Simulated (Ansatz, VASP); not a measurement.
# InPd: VASP beside Ansatz

File INCAR:

```
ALGO = Normal
EDIFF = 1E-6
ENCUT = 520
GGA = PE
ISIF = 2
ISMEAR = 0
LASPH = True
LCHARG = True
LELF = True
LREAL = False
LVHAR = True
LWAVE = False
NBANDS = 18
NELM = 80
PREC = Accurate
SIGMA = 0.011
```

File KPOINTS:

```
k-points
0
Gamma
  8 8 8
```

The input POSCAR:

```
InPd
1.0
    3.2718847800      0.0000000000      0.0000000000
    0.0000000000      3.2718847800      0.0000000000
    0.0000000000      0.0000000000      3.2718847800
In Pd
1 1
Direct
    0.0000000000      0.0000000000      0.0000000000
    0.5000000000      0.5000000000      0.5000000000
```

Contents of input.yaml:

```yaml
crystal:
  lattice:
    - [3.27188478, 0.0, 0.0]
    - [0.0, 3.27188478, 0.0]
    - [0.0, 0.0, 3.27188478]
  atoms:
    - { symbol: In, position: [0.0, 0.0, 0.0] }
    - { symbol: Pd, position: [0.5, 0.5, 0.5] }
hamiltonian:
  xc: pbe
  pseudopotentials: { kind: paw }
kpoints:
  mp_grid: { grid: [8, 8, 8] }
scf:
  occupations: { method: gaussian, width: 0.011 }
output:
  forces: true
  stress: true
  eigenvalues: true
```

The cell comes from a database or a generator and needn't be the stable form of this composition.

Alike in both runs: task single point; functional PBE; k mesh 8 × 8 × 8; occupations gaussian, width 0.011 eV; no spin polarisation.

```csv
,VASP,Ansatz
version,VASP 6.6.1,Ansatz 0.2.0
potentials or method,"VASP PAW PBE potentials, release 64 (In_d, Pd)",Ansatz PAW
plane-wave cutoff (eV),520,420
valence electrons in the cell,23,31
```

|  | VASP | Ansatz | Ansatz less VASP |
| --- | --- | --- | --- |
| gap on the k mesh at the Fermi level (eV) | none | none | - |
| pressure (GPa) | 3.8 | 3.7 | -0.03 |

A gap of «none» marks a metal or a gap that the smearing closes. The two sets of potentials don't hold the same shells in valence.
